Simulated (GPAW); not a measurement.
# SnO2 (Cassiterite) (P4_2/mnm) in GPAW: equation of state

How stiff is SnO2 (Cassiterite) in PBEsol, and what volume does it want? The cell is scaled to several volumes.

Program: GPAW 26.7.0. These are calculated values, not measurements. Logs are shortened: lines on timing, memory, paths and dates and some standing lists are left out, and cuts for length are marked. The log counts tension as positive stress, the text compression.

### Step 1. The structure

It takes space group P4_2/mnm (No. 136, tetragonal). The conventional cell has a = 4.738 Å, b = 4.738 Å, c = 3.187 Å, α = 90.00°, β = 90.00°, γ = 90.00°. Sn (site symmetry mmm) has 6 O at 2.05 to 2.06 Å as nearest neighbours. Around O (site symmetry m2m) lie 3 Sn at 2.05 to 2.06 Å.

### Step 2. Equation of state, PBEsol

File run.py:

```python
from ase import Atoms
from ase.eos import EquationOfState
from ase.io import Trajectory
from ase.units import GPa
from ase.parallel import parprint
from gpaw import GPAW, PW, setup_paths

setup_paths.insert(0, '.')

atoms = Atoms(['Sn', 'Sn', 'O', 'O', 'O', 'O'],
              cell=[[4.738, 0.0, 0.0],
                    [0.0, 4.738, 0.0],
                    [0.0, 0.0, 3.1865]],
              scaled_positions=[[0.5, 0.5, 0.5],
                                [0.0, 0.0, 0.0],
                                [0.8071, 0.1929, 0.5],
                                [0.6929, 0.6929, 0.0],
                                [0.1929, 0.8071, 0.5],
                                [0.3071, 0.3071, 0.0]],
              pbc=True)

traj = Trajectory('eos.traj', 'w')
volumes, energies = [], []
for x in [0.94, 0.96, 0.98, 1.0, 1.02, 1.04, 1.06]:
    a = atoms.copy()
    a.set_cell(atoms.cell * x**(1 / 3), scale_atoms=True)
    calc = GPAW(mode=PW(800),
                xc='PBEsol',
                kpts={'size': (6, 6, 8), 'gamma': True},
                occupations={'name': 'fermi-dirac', 'width': 0.05},
                nbands=43,
                convergence={'density': 1e-05, 'energy': 1e-05},
                maxiter=150,
                txt=f'eos-{x:.2f}.txt')
    a.calc = calc
    energies.append(a.get_potential_energy(force_consistent=True))
    volumes.append(a.get_volume())
    p = -a.get_stress()[:3].mean() / GPa
    calc.write(f'eos-{x:.2f}.gpw')
    traj.write(a)
    parprint(f'{x:.2f} {volumes[-1]:10.4f} A^3 {energies[-1]:14.6f} eV {p:9.3f} GPa', flush=True)

v0, e0, B = EquationOfState(volumes, energies, eos='birchmurnaghan').fit()
parprint(f'V0 = {v0:.4f} A^3, E0 = {e0:.6f} eV, B0 = {B / GPa:.2f} GPa')
```

Potentials or basis: PAW data sets generated in the run's folder for this functional, pw.

On the command line:

```
$ gpaw-setup -f PBEsol O Sn
$ OMP_NUM_THREADS=1 mpirun -n 4 gpaw python run.py
```

Log:

```text
__  _  _
 | _ |_)|_||  |
 |__||  | ||/\| - 26.7.0

Input parameters:
  mode=PW(ecut=800.0),
  convergence={'density': 1e-05, 'energy': 1e-05},
  kpts=MonkhorstPack(size=(6, 6, 8), gamma=True),
  maxiter=150,
  nbands=43,
  occupations=Occupations(name='fermi-dirac', width=0.05),
  xc=XC(name='PBEsol')

Diagonalizing LCAO Hamiltonian
Converting LCAO to pw mode
    .----------.
   /|          |
  / |          |
 *  | O        |
 |  .---SnO----.
 | /       O  /
 |/  O       /
 Sn---------*

Atoms  # Å, Bohr magnetons
|   | symbol |        x |        y |        z |    initial magnetic moments |
|---|--------|----------|----------|----------|-----------------------------|
| 0 |     Sn | 2.320639 | 2.320639 | 1.560726 | ( 0.0000,  0.0000,  0.0000) |
| 1 |     Sn | 0.000000 | 0.000000 | 0.000000 | ( 0.0000,  0.0000,  0.0000) |
| 2 |      O | 3.745976 | 0.895303 | 1.560726 | ( 0.0000,  0.0000,  0.0000) |
| 3 |      O | 3.215942 | 3.215942 | 0.000000 | ( 0.0000,  0.0000,  0.0000) |
| 4 |      O | 0.895303 | 3.745976 | 1.560726 | ( 0.0000,  0.0000,  0.0000) |
| 5 |      O | 1.425337 | 1.425337 | 0.000000 | ( 0.0000,  0.0000,  0.0000) |

Unit cell  # Å
| periodic |        x |        y |        z |  lengths |    angles |
|----------|----------|----------|----------|----------|-----------|
|      yes | 4.641279 | 0.000000 | 0.000000 | 4.641279 | 90.000000 |
|      yes | 0.000000 | 4.641279 | 0.000000 | 4.641279 | 90.000000 |
|      yes | 0.000000 | 0.000000 | 3.121451 | 3.121451 | 90.000000 |

Number of symmetries: 8
Symmetry operations  # r_c * U_cc + t_c -> r_c
|   | kind |            matrix            |
|---|------|------------------------------|
| 0 |  E   |  1, 0, 0,  0, 1, 0,  0, 0, 1 |
| 1 |  σ   |  1, 0, 0,  0, 1, 0,  0, 0,-1 |
| 2 |  σ   |  0, 1, 0,  1, 0, 0,  0, 0, 1 |
| 3 |  C2  |  0, 1, 0,  1, 0, 0,  0, 0,-1 |
| 4 |  σ   |  0,-1, 0, -1, 0, 0,  0, 0, 1 |
| 5 |  C2  |  0,-1, 0, -1, 0, 0,  0, 0,-1 |
| 6 |  C2  | -1, 0, 0,  0,-1, 0,  0, 0, 1 |
| 7 |  i   | -1, 0, 0,  0,-1, 0,  0, 0,-1 |

BZ-sampling:
  Number of BZ points: 288
  Number of IBZ points: 65

  Monkhorst-Pack size: [6, 6, 8]
  Monkhorst-Pack shift: [0.08333333333333333, 0.08333333333333333, 0.0625]

K-points  # in reciprocal-cell coordinates
|     |                                coordinates |     weight |
|-----|--------------------------------------------|------------|
|   0 | (  0.00000000,   0.00000000,   0.00000000) | 0.00347222 |
|   1 | (  0.00000000,   0.00000000,   0.12500000) | 0.00694444 |
|   2 | (  0.00000000,   0.00000000,   0.25000000) | 0.00694444 |
|   3 | (  0.00000000,   0.00000000,   0.37500000) | 0.00694444 |
|   4 | (  0.00000000,   0.00000000,   0.50000000) | 0.00347222 |
|   5 | (  0.16666667,  -0.16666667,   0.00000000) | 0.00694444 |
|   6 | (  0.16666667,  -0.16666667,   0.12500000) | 0.01388889 |
|   7 | (  0.16666667,  -0.16666667,   0.25000000) | 0.01388889 |
|   8 | (  0.16666667,  -0.16666667,   0.37500000) | 0.01388889 |
|   9 | (  0.16666667,  -0.16666667,   0.50000000) | 0.00694444 |
| ... |                                            |            |
|  64 | (  0.50000000,   0.50000000,   0.50000000) | 0.00347222 |

Plane wave coefficients: 3480
Cutoff: 800.0 eV

Spin-components: 1 (collinear spins)
Bands:           43
Projectors:      32
Spin-degeneracy: 2
Datatype:        complex128

Parallelization:
  kpt:    4
  domain: 1
  band:   1

Density:
  Valence electrons: 52.0
  Components: 1
  Grid points: [32 32 21]
  Charge: 0.0  # |e|

Potential:
  Grid points: [32 32 21]

species:
  Sn:
    name:    Tin
    Z:       50.0
    valence: 14
    core:    36
    charge:  0.0  # [|e|]
    compensation charges:
      type: gauss
      rc: 0.38  # [Å]
      lmax: 2
    cutoffs:
      filter: 2.23  # [Å]
      core: 2.35  # [Å]
    projectors
    | kind |    occ | energy [eV] | rcut [Å] |
    |------|--------|-------------|----------|
    |   5s |  2.000 |     -10.584 |    1.201 |
    |   5p |  2.000 |      -3.711 |    1.270 |
    |   4d | 10.000 |     -25.798 |    1.185 |
    |    s |        |      16.628 |    1.201 |
    |    p |        |      23.501 |    1.270 |
    |    d |        |       1.413 |    1.185 |

    Using partial waves for Sn as LCAO basis

  O:
    name:    Oxygen
    Z:       8.0
    valence: 6
    core:    2
    charge:  0.0  # [|e|]
    compensation charges:
      type: gauss
      rc: 0.21  # [Å]
      lmax: 2
    cutoffs:
      filter: 1.17  # [Å]
      core: 0.83  # [Å]
    projectors
    | kind |    occ | energy [eV] | rcut [Å] |
    |------|--------|-------------|----------|
    |   2s |  2.000 |     -23.808 |    0.688 |
    |   2p |  4.000 |      -8.972 |    0.598 |
    |    s |        |       3.404 |    0.688 |
    |    p |        |      18.239 |    0.598 |
    |    d |        |       0.000 |    0.619 |

    Using partial waves for O as LCAO basis

Reference energy: -344007.674437  # eV

eigensolver:
  PPCG
  Converge bands: occupied
  niter=2

density mixing:
  MSR1-Mixer
  Pratt-step length: 0.05
  Maximum mixing coefficient: 0.75
  Old densities: 10
  SVD Regularization: 0.005
  Good broyden scale: 1.0
  Trust region scale: 1.0
  Backstep threshold: 4.0
  History deletion threshold: 6.0
  Fourier metric: weight=20.0, sigma=0.015

occupation numbers:
  Fermi-Dirac:
    width: 0.0500  # eV

poisson solver:
  ecut: 6400.0  # eV

xc functional:
  name: PBEsol with 2 nearest neighbor stencil

convergence criteria:
- Maximum integral of absolute [dens]ity change: 1e-05 electrons / valence electron
- Maximum [total energy] change in last 3 cyles: 1e-05 eV / valence electron
- Maximum integral of absolute [eigenst]ate change: 4e-08 eV^2 / valence electron
maximum number of iterations: 150

SCF iterations
|iter     | |      energy | eigst |  dens |
|---------|-|-------------|-------|-------|
|iter:   1| |  -46.442543 | +0.51 |       |
|iter:   2| |  -45.100197 | -1.30 | -0.89 |
|iter:   3| |  -40.968522 | -0.79 | -0.94 |
|iter:   4| |  -40.914654 | -2.72 | -1.50 |
|iter:   5| |  -40.916477 | -3.45 | -1.84 |
|iter:   6| |  -40.916769 | -4.73 | -2.93 |
|iter:   7| |  -40.916823c| -5.44 | -3.39 |
|iter:   8| |  -40.916808c| -6.08 | -3.63 |
|iter:   9| |  -40.916809c| -7.53c| -4.45 |
|iter:  10| |  -40.916809c| -8.02c| -5.08c|

Converged in 10 steps
Energy contributions relative to reference atoms: (reference = -344007.674437)

Energy contributions:
  Kinetic:          99.107788
  Coulomb:         -86.106505
  Zero:              0.030304
  External:          0.000000
  Xc:              -53.948395
  Entropy:          -0.000000
  Spinorbit:         0.000000
  ----------------------------
  Free energy:     -40.916809
  Extrapolated:    -40.916809

dipole moment: (-15.204141, -15.204141, -27.710345)  # |e|*Ang

Fermi level: 7.567
Eigenvalues  # (at kpt = [0.000, 0.000, 0.000])
| band index |      eig [eV] | occ [0-2] |
|------------|---------------|-----------|
|          0 |       -14.491 |     2.000 |
|        ... |               |           |
|         18 |         3.277 |     2.000 |
|         19 |         4.536 |     2.000 |
|         20 |         4.824 |     2.000 |
|         21 |         5.508 |     2.000 |
|         22 |         5.508 |     2.000 |
|         23 |         5.840 |     2.000 |
[... 8 lines left out ...]
|         32 |        19.434 |     0.000 |
|         33 |        19.434 |     0.000 |
|        ... |               |           |
|         42 |        27.227 |     0.000 |

Gap: 1.948 eV
Transition (v -> c):
  (s=0, k=0, n=25, [0.00, 0.00, 0.00]) -> (s=0, k=0, n=26, [0.00, 0.00, 0.00])
No difference between direct/indirect transitions

Stress tensor  # eV/Ang^3
|         x |         y |         z |
|-----------|-----------|-----------|
| -0.104387 |  0.000000 |  0.000000 |
|  0.000000 | -0.104387 |  0.000000 |
|  0.000000 |  0.000000 | -0.142835 |

# Writing to eos-0.94.gpw (mode='')
```

Wall time 5.2 min (4 MPI ranks of Arm Neoverse V1, shared host); peak memory 0.45 GiB.

Results:

```
Equilibrium volume                        : 12.11 Å³/atom
Bulk modulus at fixed shape and positions : 202 GPa
Pressure derivative of the bulk modulus   : 4.7
```

Energy against volume, from the lowest point:
```tsv
volume (Å³/atom)	energy (meV/atom)
11.207	49.73
11.445	25.93
11.684	10.28
11.922	1.89
12.161	0.00
12.399	3.95
12.637	13.01
```

Caveat: the cell was scaled at fixed shape and fractional positions, which overstates the stiffness of a crystal with free parameters, most of all of layers and chains.
